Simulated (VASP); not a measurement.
Runs of VASP 6.6.1 on Ru. It takes space group Im-3m (No. 229, cubic). Conventional cell: a = 3.007 Å, b = 3.007 Å, c = 3.007 Å, α = 90.00°, β = 90.00°, γ = 90.00°. Ru (site symmetry m-3m) has 8 Ru at 2.60 Å as nearest neighbours. This isn't the form of Ru at room conditions, which is hcp.

```tsv
task	level	potentials or basis	cell	k mesh	cutoff (eV)	mesh quality	gap on the mesh (eV)	pressure (GPa)	relaxed volume (Å³/atom)
relaxation of cell and atoms	RPBE	VASP PAW PBE potentials, release 64 (Ru_pv)	relaxed	20 × 20 × 20	600	not flagged	none	0.0	14.45
relaxation of cell and atoms	LDA	VASP PAW LDA potentials, release 64 (Ru_pv)	relaxed	20 × 20 × 20	600	not flagged	none	0.0	13.53
relaxation of cell and atoms	PBE+D3(BJ)	VASP PAW PBE potentials, release 64 (Ru_pv)	relaxed	20 × 20 × 20	600	not flagged	none	0.0	13.88
relaxation of cell and atoms	PBEsol	VASP PAW PBE potentials, release 64 (Ru_pv)	relaxed	20 × 20 × 20	300	not flagged	none	0.0	(c)
relaxation of cell and atoms	PBEsol	VASP PAW PBE potentials, release 64 (Ru_pv)	relaxed	20 × 20 × 20	600	not flagged	none	0.0	13.75
single point	PBEsol	VASP PAW PBE potentials, release 64 (Ru_pv)	as given	20 × 20 × 20	520	not flagged	none	3.5	-
relaxation of cell and atoms	PBE	VASP PAW PBE potentials, release 64 (Ru_pv)	relaxed	20 × 20 × 20	600	not flagged	none	0.0	14.23
relaxation of cell and atoms	PBEsol	VASP PAW PBE potentials, release 64 (Ru)	relaxed	20 × 20 × 20	580	not flagged	none	0.0	(a)
relaxation of cell and atoms	PBEsol	VASP PAW PBE potentials, release 64 (Ru_pv)	relaxed	8 × 8 × 8	600	coarse	none	0.0	(b)
```

Alike in all rows: no spin polarisation; smearing gaussian 0.1 eV.

Problem. Estimate the missing entries.

Solution. (a) 13.66; (b) 13.73; (c) 13.72.

Caveats: some runs use coarse meshes; the PAW data sets were made with another functional, which shifts forces and pressure a little (some runs); pairwise dispersion overbinds metals, which lowers pressure and volume (some runs).

A k mesh can miss the band edges, and the runs leave out spin-orbit coupling on Ru.

A gap of «none» marks a metal or a gap under the smearing width.

The runs don't all hold the same shells in valence.
